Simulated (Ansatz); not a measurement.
Ionic part of the dielectric constant of ZnSe at 9 GPa, mode by mode

Theory: DFT PBE, scalar-relativistic, plane waves, PAW in Ansatz. Settings: 420 eV plane-wave cutoff, Γ-centred 8×8×8 mesh, fixed occupations. No spin polarisation. Phonons by linear response, acoustic sum rule imposed.

The structure is cubic, space group F-43m (No. 216). The conventional cell has a = 5.507 Å, b = 5.507 Å, c = 5.507 Å, α = 90.00°, β = 90.00°, γ = 90.00°. Around Zn (site symmetry -43m) lie 4 Se at 2.38 Å. Se (site symmetry -43m) is surrounded by 4 Zn at 2.38 Å.

At this pressure the crystal is close to a known change of phase. The run warned that the force constants aren't converged on this k mesh, so the frequencies and all that is formed from them are rough.

The primitive cell has V = 41.75 Å³ and ε∞,xx = 7.093. Each polar mode adds Δε = (4.92064×10⁷/V)·S/ν² along x, with S its oscillator strength in e²/amu, ν in cm⁻¹ and V in Å³.

Task: From these modes, find each Δε and ε0,xx.
```tsv
ν (cm⁻¹)	S_xx (e²/amu)
238.1	0.1028
```

Result:
```csv
ν (cm⁻¹),Δε
238.1,2.14
```

The sum is 2.137, so ε0,xx = 9.23; the run's tensor has 9.23.

Task: Where do the longitudinal modes lie for a wave vector along x?

Result: At 272 cm⁻¹. The Lyddane–Sachs–Teller product Π(ν_LO/ν_TO)² = 1.30 matches ε0/ε∞ = 1.30.

Cost: 1 run of about 1.5 core-minutes, on AMD EPYC 7R43 (Zen 3) (shared hosts).

Most of the static screening in compressed ZnSe appears to be electronic: the lattice adds roughly 2.14 to an ε∞ of 7.093. This fits a polar-covalent tetrahedral semiconductor, whose Se 4p-derived valence states polarise readily into Zn–Se antibonding states. The ionic part comes from the zone-centre optical mode, in which the Zn and Se sublattices move against each other. Its oscillator strength, taken with the atomic masses, implies a Born charge close to the formal valence. That reflects charge transfer as the bonds stretch, not fully ionic bonding.

The macroscopic field of the same motion lifts the longitudinal branch, while the large electronic screening limits the splitting. PBE probably overestimates ε∞ because it underestimates the gap, which would make this splitting too small for a given Born charge. The Lyddane–Sachs–Teller agreement shows internal consistency, not accuracy, since both sides rest on the same mode data. A real polar frequency at the zone centre doesn't establish stability against zone-boundary shear modes or a reconstructive transition.
